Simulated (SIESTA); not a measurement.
GaSb:

```xyz
2
Lattice="0.0000 3.0590 3.0590 3.0590 0.0000 3.0590 3.0590 3.0590 0.0000" Properties=species:S:1:pos:R:3 pbc="T T T"
Sb    4.5885    4.5885    4.5885
Ga    0.0000    0.0000    0.0000
```

```yaml
Program: SIESTA 5.4.2
Task: relaxation of cell and atoms
Functional: PBE
Potentials_or_basis: PseudoDojo 0.4 standard (PBE files)
Basis: TZP (energy shift 0.002 Ry; radii capped at 9.5 bohr)
Grid_cutoff: 1200 Ry
Energy_shift: 0.002 Ry
k_mesh: 6 × 6 × 6
Occupations: fermi-dirac, width 0.05 eV
Spin: no spin polarisation
```

At the start: pressure 3.5 GPa; volume 28.62 Å³/atom.

Problem. Where does the relaxation end?

Solution. Over 3 steps the energy falls by 22.3 meV/atom and the volume is 30.81 Å³/atom (+7.6 %); space group F-43m (No. 216, to 0.05 Å).

Step by step:
```
step  energy change (eV)  largest force (eV/Å)  pressure (GPa)  volume (Å³)
   1              0.0000                0.0000            3.53        57.25
   2             -0.0038                0.0000            3.37        57.43
   3             -0.0447                0.0000           -0.01        61.62
```

Final structure:
```
CELL_PARAMETERS angstrom
0.00006 3.13501 3.13501
3.13501 0.00006 3.13501
3.13501 3.13501 0.00006
ATOMIC_POSITIONS crystal
Sb 0.75000 0.75000 0.75000
Ga 0.00000 0.00000 0.00000
```

Caveat: semicore shells carry a single zeta, which can move pressures by several GPa and volumes by a few percent; the basis of atomic orbitals isn't converged, which shifts pressures, moduli and gaps.
